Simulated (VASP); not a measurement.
# SnSe2 (P-3m1) in VASP: further runs

One crystal, SnSe2, is run at these levels: PBE; tasks: single point.

All numbers are computed with VASP 6.6.1; they aren't measurements. Logs are shortened: lines on timing, memory, paths and dates and some standing lists are left out, and cuts for length are marked.

## 1. Starting point

Symmetry: P-3m1, No. 164, trigonal system. Conventional cell: a = 3.811 Å, b = 3.811 Å, c = 6.136 Å, α = 90.00°, β = 90.00°, γ = 120.00°. Around Sn (site symmetry -3m) lie 6 Se at 2.68 Å. Around Se (site symmetry 3m) lie 3 Sn at 2.68 Å.

## 2. Single point, PBE, spin-orbit coupling, no magnetisation

INCAR reads:

```
  PREC = Accurate
  ENCUT = 400
  EDIFF = 0.001
  ISMEAR = 0
  SIGMA = 0.02
  LREAL = F
  LASPH = T
  NELM = 100
  ALGO = Normal
  ISIF = 2
  LWAVE = F
  LCHARG = F
  MAGMOM = 0 0 0 0 0 0 0 0 0
  LORBIT = 11
  LSORBIT = T
  GGA_COMPAT = F
  GGA = PE
  NBANDS = 42
```

KPOINTS reads:

```
Automatic mesh
0
Gamma
  7 7 4
```

POSCAR reads:

```
SnSe2
1.0
    3.8110000000      0.0000000000      0.0000000000
   -1.9055000000      3.3004228138      0.0000000000
    0.0000000000      0.0000000000      6.1360000000
Sn Se
1 2
Direct
    0.0000000000      0.0000000000      0.0000000000
    0.6666666667      0.3333333333      0.7510000000
    0.3333333333      0.6666666667      0.2490000000
```

Potentials or basis: VASP PAW PBE potentials, release 64 (Sn_d, Se).

Run with:

```bash
cat potpaw_PBE.64/Sn_d/POTCAR potpaw_PBE.64/Se/POTCAR > POTCAR
mpirun -np 1 vasp_ncl > vasp.out
```

OUTCAR:

```text
PREC = Accurate
   ENCUT = 400
   EDIFF = 0.001
   ISMEAR = 0
   LREAL = F
   LASPH = T
   NELM = 100
   ISIF = 2
   LORBIT = 11
   LSORBIT = T
   GGA = PE

 Found     28 irreducible k-points:

 Following reciprocal coordinates:
            Coordinates               Weight
  0.000000  0.000000  0.000000      1.000000
  0.142857  0.000000  0.000000      6.000000
  0.285714 -0.000000  0.000000      6.000000
  0.428571 -0.000000  0.000000      6.000000
  0.142857  0.142857  0.000000      6.000000
  0.285714  0.142857  0.000000     12.000000
   k-points           NKPTS =     28   k-points in BZ     NKDIM =     28   number of bands    NBANDS=     42
   number of dos      NEDOS =    301   number of ions     NIONS =      3
   total plane-waves  NPLWV =  31360
   dimension x,y,z NGX =    28 NGY =   28 NGZ =   40
   dimension x,y,z NGXF=    56 NGYF=   56 NGZF=   80
   ions per type =               1   2
   NGX,Y,Z   is equivalent  to a cutoff of  12.21, 12.21, 10.84 a.u.
   NGXF,Y,Z  is equivalent  to a cutoff of  24.43, 24.43, 21.67 a.u.
 SYSTEM =  unknown system
   PREC   = accura    normal or accurate (medium, high low for compatibility)
   ISTART =      0    job   : 0-new  1-cont  2-samecut
   ICHARG =      2    charge: 1-file 2-atom 10-const
   ISPIN  =      1    spin polarized calculation?
   LNONCOLLINEAR =      T non collinear calculations
   LSORBIT =      T    spin-orbit coupling
   LASPH  =      T    aspherical Exc in radial PAW
   ENCUT  =  400.0 eV  29.40 Ry    5.42 a.u.   6.21  6.21 10.01*2*pi/ulx,y,z
   NELM   =    100;   NELMIN=  2; NELMDL= -5     # of ELM steps
   EDIFF  = 0.1E-02   stopping-criterion for ELM
   LREAL  =      F    real-space projection
   EDIFFG = 0.1E-01   stopping-criterion for IOM
   NSW    =      0    number of steps for IOM
   IBRION =     -1    ionic relax: 0-MD 1-quasi-New 2-CG
   NFREE  =      0    steps in history (QN), initial steepest desc. (CG)
   ISIF   =      2    stress and relaxation
   ISYM   =      2    0-nonsym 1-usesym 2-fastsym
   POTIM  = 0.5000    time-step for ionic-motion
   TEBEG  =    0.0;   TEEND  =   0.0 temperature during run
   PSTRESS=    0.0 pullay stress
   NELECT =      26.0000    total number of electrons
   NUPDOWN=      -1.0000    fix difference up-down
   EMIN   =  10.00;   EMAX   =-10.00  energy-range for DOS
   EFERMI =   0.00;   METHOD = LEGACY
   ISMEAR =     0;   SIGMA  =   0.02  broadening in eV -4-tet -1-fermi 0-gaus
   EFERMI_NEDOS =   21; number of points for ismear=-14 and -15
   IALGO  =     38    algorithm
   IMIX   =      4    mixing-type and parameters
     AMIX     =   0.40;   BMIX     =  1.00
     AMIX_MAG =   1.60;   BMIX_MAG =  1.00
  volume/ion in A,a.u.               =      25.73       173.61
  Fermi-wavevector in a.u.,A,eV,Ry     =   1.139116  2.152617 17.654722  1.297585
  Thomas-Fermi vector in A             =   2.275820
   LORBIT       =     11    0 simple, 1 ext, 2 COOP (PROOUT), +10 PAW based schemes
   GGA     = PE    functional components
   LHFCALC =     F    Hartree Fock is set to
   AEXX    =    0.0000 exact exchange contribution
   IVDW    =     0    specifies the selected vdW correction
   LEPSILON=     F    determine dielectric tensor
   LRPA    =     F    only Hartree local field effects (RPA)
 Gauss-broadening in eV      SIGMA  =   0.02
  energy-cutoff  :      400.00
  volume of cell :       77.18
 maximum number of plane-waves:      2824
 NGX is ok and might be reduce to    28
   NGX = 13   NGY = 13   NGZ = 21

 number of electron      26.0000016 magnetization       0.0000000      0.0000000      0.0000000

 number of electron      26.0000015 magnetization       0.0000000     -0.0000000      0.0000000

 number of electron      26.0000015 magnetization      -0.0000000     -0.0000000     -0.0000000

 Free energy of the ion-electron system (eV)
  ---------------------------------------------------
  ext. energy  EPLUGINS =         0.00000000
  ---------------------------------------------------
  free energy    TOTEN  =       -11.83273612 eV

  energy without entropy =      -11.83273612  energy(sigma->0) =      -11.83273612

 E-fermi :   4.3470     XC(G=0):  -9.4708

 val. band max:        4.2321279795   @ k =   0.1429   0.0000   0.0000
 cond. band min:       4.9741041811   @ k =   0.0000   0.4286   0.2500
 fundamental gap:      0.7419762016
 Fermi energy:         4.3470361069

 k-point     1 :       0.0000    0.0000    0.0000
  band No.  band energies     occupation
      1     -17.6952      1.00000
      2     -17.6952      1.00000
      3     -17.6793      1.00000
      4     -17.6793      1.00000
      5     -16.6779      1.00000
      6     -16.6779      1.00000
[... 30 lines left out ...]
     37      13.0991      0.00000
     38      13.0992      0.00000

 k-point     2 :       0.1429    0.0000    0.0000
  band No.  band energies     occupation
      1     -17.6943      1.00000
      2     -17.6943      1.00000
      3     -17.6803      1.00000
      4     -17.6803      1.00000
      5     -16.6772      1.00000
      6     -16.6772      1.00000
[... 30 lines left out ...]
     37      12.5491      0.00000
     38      12.5491      0.00000

 k-point     3 :       0.2857   -0.0000    0.0000
  band No.  band energies     occupation
      1     -17.6949      1.00000
      2     -17.6949      1.00000
      3     -17.6808      1.00000
      4     -17.6808      1.00000
      5     -16.6833      1.00000
      6     -16.6833      1.00000
[... 30 lines left out ...]
     37      12.6007      0.00000
     38      12.6007      0.00000

 k-point     4 :       0.4286   -0.0000    0.0000
  band No.  band energies     occupation
      1     -17.6980      1.00000
      2     -17.6980      1.00000
      3     -17.6792      1.00000
      4     -17.6792      1.00000
      5     -16.6925      1.00000
      6     -16.6925      1.00000
[... 30 lines left out ...]
     37      13.9153      0.00000
     38      13.9153      0.00000

 k-point     5 :       0.1429    0.1429    0.0000
  band No.  band energies     occupation
      1     -17.6937      1.00000
      2     -17.6937      1.00000
      3     -17.6814      1.00000
      4     -17.6814      1.00000
      5     -16.6797      1.00000
      6     -16.6797      1.00000
[... 30 lines left out ...]
     37      11.4468      0.00000
     38      11.4468      0.00000

 k-point     6 :       0.2857    0.1429    0.0000
  band No.  band energies     occupation
      1     -17.6948      1.00000
      2     -17.6948      1.00000
      3     -17.6815      1.00000
      4     -17.6815      1.00000
      5     -16.6862      1.00000
      6     -16.6861      1.00000
[... 30 lines left out ...]
     37      12.1388      0.00000
     38      12.1388      0.00000

 [... further k-points ...]

 [bands above 38 left out]

------------------------ aborting loop because EDIFF is reached ----------------------------------------

  FORCE on cell =-STRESS in cart. coord.  units (eV):
  Direction    XX          YY          ZZ          XY          YZ          ZX
  --------------------------------------------------------------------------------------
  -------------------------------------------------------------------------------------
  Total        3.1514535      3.1514535      3.7807708      0.0000000     -0.0000000      0.0000000
  in kB       65.4225702     65.4225702     78.4868779      0.0000000     -0.0000000      0.0000000
  external PRESSURE =      69.7773395 kB  Pullay stress =       0.0000000 kB

 VOLUME and BASIS-vectors are now :
 -----------------------------------------------------------------------------
  energy-cutoff  :      400.00
  volume of cell :       77.18
      direct lattice vectors                 reciprocal lattice vectors
     3.811000000  0.000000000  0.000000000     0.262398321  0.151495741  0.000000000
    -1.905500000  3.300422814  0.000000000     0.000000000  0.302991482  0.000000000
     0.000000000  0.000000000  6.136000000     0.000000000  0.000000000  0.162972621

 POSITION                                       TOTAL-FORCE (eV/Angst)
 -----------------------------------------------------------------------------------
      0.00000      0.00000      0.00000         0.000000      0.000000      0.000000
      1.90550      1.10014      4.60814        -0.000000      0.000000     -0.820194
     -0.00000      2.20028      1.52786         0.000000      0.000000      0.820194
 -----------------------------------------------------------------------------------
    total drift:                                0.000000      0.000000     -0.000000

  FREE ENERGIE OF THE ION-ELECTRON SYSTEM (eV)
  ---------------------------------------------------
  free  energy   TOTEN  =       -11.8327361226 eV

  energy  without entropy=      -11.8327361226  energy(sigma->0) =      -11.83273612

 Spin-Orbit-Coupling matrix elements

 Ion:    1  E_soc:     -0.0910136
 l=   1
     0.0000000    -0.0091642    -0.0090939
    -0.0091642     0.0000000    -0.0091642
    -0.0090939    -0.0091642     0.0000000
 l=   2
     0.0000000    -0.0011968     0.0000000    -0.0011968    -0.0048351
    -0.0011968     0.0000000    -0.0036358    -0.0011905    -0.0011968
     0.0000000    -0.0036358     0.0000000    -0.0036358     0.0000000
    -0.0011968    -0.0011905    -0.0036358     0.0000000    -0.0011968
    -0.0048351    -0.0011968     0.0000000    -0.0011968     0.0000000
 l=   3
     0.0000000     0.0000000     0.0000000     0.0000000     0.0000000     0.0000000     0.0000000
     0.0000000     0.0000000     0.0000000     0.0000000     0.0000000     0.0000000     0.0000000
     0.0000000     0.0000000     0.0000000     0.0000000     0.0000000     0.0000000     0.0000000
     0.0000000     0.0000000     0.0000000     0.0000000     0.0000000     0.0000000     0.0000000
     0.0000000     0.0000000     0.0000000     0.0000000     0.0000000     0.0000000     0.0000000
     0.0000000     0.0000000     0.0000000     0.0000000     0.0000000     0.0000000     0.0000000
     0.0000000     0.0000000     0.0000000     0.0000000     0.0000000     0.0000000     0.0000000

 Ion:    2  E_soc:     -0.0447668
 l=   1
     0.0000000    -0.0073990    -0.0075896
    -0.0073990     0.0000000    -0.0073990
    -0.0075896    -0.0073990     0.0000000
 l=   2
     0.0000000    -0.0000002     0.0000000    -0.0000002    -0.0000027
    -0.0000002     0.0000000     0.0000019     0.0000039    -0.0000002
     0.0000000     0.0000019     0.0000000     0.0000019     0.0000000
    -0.0000002     0.0000039     0.0000019     0.0000000    -0.0000002
    -0.0000027    -0.0000002     0.0000000    -0.0000002     0.0000000
 l=   3
     0.0000000     0.0000000     0.0000000     0.0000000     0.0000000     0.0000000     0.0000000
     0.0000000     0.0000000     0.0000000     0.0000000     0.0000000     0.0000000     0.0000000
     0.0000000     0.0000000     0.0000000     0.0000000     0.0000000     0.0000000     0.0000000
     0.0000000     0.0000000     0.0000000     0.0000000     0.0000000     0.0000000     0.0000000
     0.0000000     0.0000000     0.0000000     0.0000000     0.0000000     0.0000000     0.0000000
     0.0000000     0.0000000     0.0000000     0.0000000     0.0000000     0.0000000     0.0000000
     0.0000000     0.0000000     0.0000000     0.0000000     0.0000000     0.0000000     0.0000000

 Ion:    3  E_soc:     -0.0447668
 l=   1
     0.0000000    -0.0073990    -0.0075896
    -0.0073990     0.0000000    -0.0073990
    -0.0075896    -0.0073990     0.0000000
 l=   2
     0.0000000    -0.0000002     0.0000000    -0.0000002    -0.0000027
    -0.0000002     0.0000000     0.0000019     0.0000039    -0.0000002
     0.0000000     0.0000019     0.0000000     0.0000019     0.0000000
    -0.0000002     0.0000039     0.0000019     0.0000000    -0.0000002
    -0.0000027    -0.0000002     0.0000000    -0.0000002     0.0000000
 l=   3
     0.0000000     0.0000000     0.0000000     0.0000000     0.0000000     0.0000000     0.0000000
     0.0000000     0.0000000     0.0000000     0.0000000     0.0000000     0.0000000     0.0000000
     0.0000000     0.0000000     0.0000000     0.0000000     0.0000000     0.0000000     0.0000000
     0.0000000     0.0000000     0.0000000     0.0000000     0.0000000     0.0000000     0.0000000
     0.0000000     0.0000000     0.0000000     0.0000000     0.0000000     0.0000000     0.0000000
     0.0000000     0.0000000     0.0000000     0.0000000     0.0000000     0.0000000     0.0000000
     0.0000000     0.0000000     0.0000000     0.0000000     0.0000000     0.0000000     0.0000000

 total charge

# of ion       s       p       d       tot
------------------------------------------
    1        1.054   1.066  10.116  12.237
    2        1.484   2.333   0.030   3.846
    3        1.484   2.333   0.030   3.846
--------------------------------------------------
tot          4.022   5.732  10.176  19.930

 magnetization (x)

# of ion       s       p       d       tot
------------------------------------------
    1        0.000   0.000   0.000   0.000
    2       -0.000   0.000   0.000   0.000
    3       -0.000   0.000   0.000   0.000
--------------------------------------------------
tot         -0.000   0.000   0.000   0.000

 magnetization (y)

# of ion       s       p       d       tot
------------------------------------------
    1        0.000   0.000   0.000   0.000
    2        0.000   0.000   0.000   0.000
    3        0.000  -0.000   0.000  -0.000
--------------------------------------------------
tot          0.000   0.000   0.000   0.000

 magnetization (z)

# of ion       s       p       d       tot
------------------------------------------
    1        0.000   0.000   0.000   0.000
    2        0.000   0.000   0.000   0.000
    3        0.000   0.000   0.000   0.000
--------------------------------------------------
tot          0.000   0.000   0.000   0.000
```

Wall time 62 s (1 thread of Intel Xeon Platinum 8375C at 2.90GHz (Ice Lake), shared host); peak memory 0.33 GiB.

These settings aren't checked as converged: the numbers below hold their error.

Results:

| Item | Value |
| --- | --- |
| Free energy | -11.8327 eV |
| Pressure | 7.0 GPa |
| Largest force | 0.820 eV/Å |
| Valence electrons inside the program's atomic spheres | Sn 12.24; Se 3.85 |

Caveat: this functional lacks dispersion, which binds the layers, so the pressure and a relaxed spacing across them are unreliable.

## 3. Single point, PBE, spin-orbit coupling, no magnetisation

INCAR: that of step 2 with these lines changed.

```diff
@@ -2,3 +2,3 @@
   ENCUT = 400
-  EDIFF = 0.001
+  EDIFF = 1E-5
   ISMEAR = 0
```

KPOINTS is that of step 2.

POSCAR is that of step 2.

Potentials or basis: VASP PAW PBE potentials, release 64 (Sn_d, Se).

Run with:

```bash
cat potpaw_PBE.64/Sn_d/POTCAR potpaw_PBE.64/Se/POTCAR > POTCAR
mpirun -np 1 vasp_ncl > vasp.out
```

Run time: 95 s. Hardware: 1 thread of Intel Xeon Platinum 8375C at 2.90GHz (Ice Lake), shared host; peak memory 0.34 GiB.

The run converged, but some of its settings lie outside the range that counts as converged, so its numbers aren't taken as properties of the crystal.

Results:

```yaml
Free_energy: -11.8333 eV
Pressure: 5.6 GPa
Largest_force: 0.807 eV/Å
Valence_electrons_inside_the_program's_atomic_spheres: Sn 12.23; Se 3.85
```

Caveat: this functional lacks dispersion, which binds the layers, so the pressure and a relaxed spacing across them are unreliable.

## 4. Single point, PBE, spin-orbit coupling, no magnetisation

INCAR: that of step 3 with these lines changed.

```diff
@@ -2,6 +2,6 @@
   ENCUT = 400
-  EDIFF = 1E-5
+  EDIFF = 1E-7
   ISMEAR = 0
   SIGMA = 0.02
-  LREAL = F
+  LREAL = Auto
   LASPH = T
```

KPOINTS is that of step 3.

POSCAR is that of step 3.

Potentials or basis: VASP PAW PBE potentials, release 64 (Sn_d, Se).

Run with:

```bash
cat potpaw_PBE.64/Sn_d/POTCAR potpaw_PBE.64/Se/POTCAR > POTCAR
mpirun -np 1 vasp_ncl > vasp.out
```

OUTCAR:

```text
PREC = Accurate
   ENCUT = 400
   EDIFF = 1E-7
   ISMEAR = 0
   LREAL = Auto
   LASPH = T
   NELM = 100
   ISIF = 2
   LORBIT = 11
   LSORBIT = T
   GGA = PE

 Found     28 irreducible k-points:

 Following reciprocal coordinates:
            Coordinates               Weight
  0.000000  0.000000  0.000000      1.000000
  0.142857  0.000000  0.000000      6.000000
  0.285714 -0.000000  0.000000      6.000000
  0.428571 -0.000000  0.000000      6.000000
  0.142857  0.142857  0.000000      6.000000
  0.285714  0.142857  0.000000     12.000000
   k-points           NKPTS =     28   k-points in BZ     NKDIM =     28   number of bands    NBANDS=     42
   number of dos      NEDOS =    301   number of ions     NIONS =      3
[... 417 lines left out ...]
     0.0000000     0.0000000     0.0000000     0.0000000     0.0000000     0.0000000     0.0000000
     0.0000000     0.0000000     0.0000000     0.0000000     0.0000000     0.0000000     0.0000000
     0.0000000     0.0000000     0.0000000     0.0000000     0.0000000     0.0000000     0.0000000
     0.0000000     0.0000000     0.0000000     0.0000000     0.0000000     0.0000000     0.0000000
     0.0000000     0.0000000     0.0000000     0.0000000     0.0000000     0.0000000     0.0000000

 total charge

# of ion       s       p       d       tot
------------------------------------------
    1        1.053   1.063  10.117  12.233
    2        1.483   2.335   0.030   3.848
    3        1.483   2.335   0.030   3.848
--------------------------------------------------
tot          4.020   5.734  10.176  19.929

 magnetization (x)

# of ion       s       p       d       tot
------------------------------------------
    1       -0.000   0.000   0.000  -0.000
    2       -0.000   0.000   0.000  -0.000
    3       -0.000   0.000   0.000  -0.000
--------------------------------------------------
tot         -0.000   0.000   0.000  -0.000

 magnetization (y)

# of ion       s       p       d       tot
------------------------------------------
    1        0.000   0.000   0.000   0.000
    2        0.000   0.000  -0.000   0.000
    3        0.000  -0.000  -0.000  -0.000
--------------------------------------------------
tot          0.000   0.000  -0.000   0.000

 magnetization (z)

# of ion       s       p       d       tot
------------------------------------------
    1       -0.000  -0.000   0.000  -0.000
    2        0.000   0.000   0.000   0.000
    3        0.000   0.000   0.000   0.000
--------------------------------------------------
tot         -0.000  -0.000   0.000  -0.000
```

stdout:

```text
POSCAR found type information on POSCAR SnSe
 POSCAR found :  2 types and       3 ions
 scaLAPACK will be used
 -----------------------------------------------------------------------------
|                                                                             |
|                                                                             |
|     You have a (more or less) 'small supercell' and for smaller cells       |
|     it is recommended to use the reciprocal-space projection scheme!        |
|     The real-space optimization is not efficient for small cells and it     |
|     is also less accurate ...                                               |
|     Therefore, set LREAL=.FALSE. in the INCAR file.                         |
|                                                                             |
 -----------------------------------------------------------------------------

 LDA part: xc-table for (Slater+PW92), standard interpolation
 POSCAR, INCAR and KPOINTS ok, starting setup
 FFT: planning ... GRIDC
 FFT: planning ... GRID_SOFT
 FFT: planning ... GRID
 WAVECAR not read
 entering main loop
```

It took 2.6 min on 1 thread of Intel Xeon Platinum 8375C at 2.90GHz (Ice Lake), shared host; peak memory 0.33 GiB.

The run converged, but some of its settings lie outside the range that counts as converged, so its numbers aren't taken as properties of the crystal.

What came out:

| Quantity | Value |
| --- | --- |
| Free energy | -11.8337 eV |
| Pressure | 5.6 GPa |
| Largest force | 0.804 eV/Å |
| Valence electrons inside the program's atomic spheres | Sn 12.23; Se 3.85 |

Caveat: this functional lacks dispersion, which binds the layers, so the pressure and a relaxed spacing across them are unreliable.

## 5. For comparison

An earlier run on the cell as given: functional PBEsol; potentials or basis VASP PAW PBE potentials, release 64 (Sn_d, Se); cutoff 520 eV; k mesh 8 × 8 × 5; occupations fermi-dirac, width 0.05 eV; no spin polarisation.

- Pressure: 2.6 GPa
- Largest force: 0.622 eV/Å
- Band gap on the k mesh: 0.73 eV, indirect (least direct gap 1.00 eV)
